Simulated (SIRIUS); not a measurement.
## Ge under changes of volume

One of the cells (23.092 Å³/atom); the others are scaled copies at fixed shape and fractional positions:

```xyz
2
Lattice="0.0000 2.8476 2.8476 2.8476 0.0000 2.8476 2.8476 2.8476 0.0000" Properties=species:S:1:pos:R:3 pbc="T T T"
Ge    4.2715    4.2715    4.2715
Ge    2.8476    2.8476    2.8476
```

* Program: SIRIUS 7.12.0
* Functional: PBEsol
* Potentials or basis: PseudoDojo 0.4.1 PBEsol standard (scalar relativistic)
* Cutoff: 1078 eV
* Density cutoff: 4311 eV
* k mesh: 8 × 8 × 8
* Occupations: fermi-dirac, width 0.05 eV
* Spin: no spin polarisation

```csv
volume (Å³/atom),energy over the lowest point (meV/atom),pressure (GPa)
21.281,25.21,5.6
21.733,?,?
22.186,3.81,2.1
23.092,0.00,-0.6
23.545,3.54,-1.8
23.997,10.25,-2.9
```

Problem. What does the run at 21.733 Å³/atom give?

Solution. Energy over the lowest point 11.99 meV/atom; pressure 3.8 GPa.

Worked out: A Birch-Murnaghan fit of order 3 (a polynomial in V^(-2/3)) to the other rows has its minimum at 22.86 Å³/atom with B0 = V·E''(V) = 66 GPa and B' = 4.6. It gives 12.08 meV/atom at 21.733 Å³/atom, against the run's 11.99, and -dE/dV = 3.8 GPa, against 3.8.

Energies are extrapolated to zero smearing.
